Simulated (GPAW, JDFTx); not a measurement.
Given: the input of a run of JDFTx 1.7.0 (patched build) on Te (Tellurium). 

The input Te.in:

```
lattice \
    8.4168401591    -4.2084200795     0.0000000000 \
    0.0000000000     7.2891973974     0.0000000000 \
    0.0000000000     0.0000000000    11.1947375623
coords-type Cartesian
ion Te     3.0763550781     5.3284032975     0.0000000000 1
ion Te    -1.1320650014     1.9607940999     7.4631583752 1
ion Te     2.2641300028     0.0000000000     3.7315791871 1

ion-species pseudo/Te.upf
elec-cutoff 40 320
elec-ex-corr lda-PW
kpoint-folding 7 7 5
elec-smearing Gauss 0.00036749322
elec-n-bands 32
electronic-SCF nIterations 100 energyDiffThreshold 1e-09
electronic-minimize nIterations 30 energyDiffThreshold 1e-7
converge-empty-states yes
forces-output-coords Cartesian

dump-name run.$VAR
dump End Ecomponents EigStats BandEigs Kpoints Forces Stress
```

Potentials or basis: PseudoDojo-SR-LDA-0.4.1-standard with smoothed tails.

Launch:

```console
$ jdftx -c 1 -i Te.in -o Te.out
```

Translate it to GPAW 26.7.0 (ASE script). Potentials or basis there: the program's PAW data sets (release 1.2.1) made for this functional, cutoff 600 eV.

As run (cutoffs and basis follow the program's own potentials, and thresholds, step limits or extra output files can differ):

Contents of run.py:

```python
from ase.dft.bandgap import bandgap
from ase.io import read, write
from ase.units import GPa
from gpaw import GPAW, PW

atoms = read('Te.xyz')

calc = GPAW(mode=PW(600),
            xc='LDA',
            kpts={'size': (7, 7, 5), 'gamma': True},
            occupations={'name': 'methfessel-paxton', 'order': 0, 'width': 0.02},
            nbands=19,
            convergence={'density': 1e-05, 'energy': 1e-05},
            maxiter=150,
            txt='gpaw.txt')
atoms.calc = calc
energy = atoms.get_potential_energy()
forces = atoms.get_forces()
stress = atoms.get_stress()
calc.write('gs.gpw')
write('result.traj', atoms)
print(f'Energy: {energy:.6f} eV')
print('Forces (eV/A):')
print(forces.round(4))
print('Stress (GPa):', (stress / GPa).round(3))
print('Fermi level:', round(calc.get_fermi_level(), 4), 'eV')
print(f'Gap: {bandgap(calc)[0]:.4f} eV, direct: {bandgap(calc, direct=True)[0]:.4f} eV')
```

File Te.xyz:

```xyz
3
Lattice="4.4540000000 0.0000000000 0.0000000000 -2.2270000000 3.8572771485 0.0000000000 0.0000000000 0.0000000000 5.9240000000" Properties=species:S:1:pos:R:3 pbc="T T T"
Te     1.6279370000      2.8196695956      0.0000000000
Te    -0.5990630000      1.0376075529      3.9493333335
Te     1.1981260000      0.0000000000      1.9746666665
```

Potentials or basis: the program's PAW data sets (release 1.2.1) made for this functional, pw.

Run with:

```console
$ OMP_NUM_THREADS=1 python run.py
```

Both were run:

|  | JDFTx | GPAW |
| --- | --- | --- |
| Pressure | -1.8 GPa | -2.4 GPa |

The potentials hold 48 and 18 valence electrons a cell.

The two programs' LDA may be different fits to the electron gas.

Pressure is positive in compression.
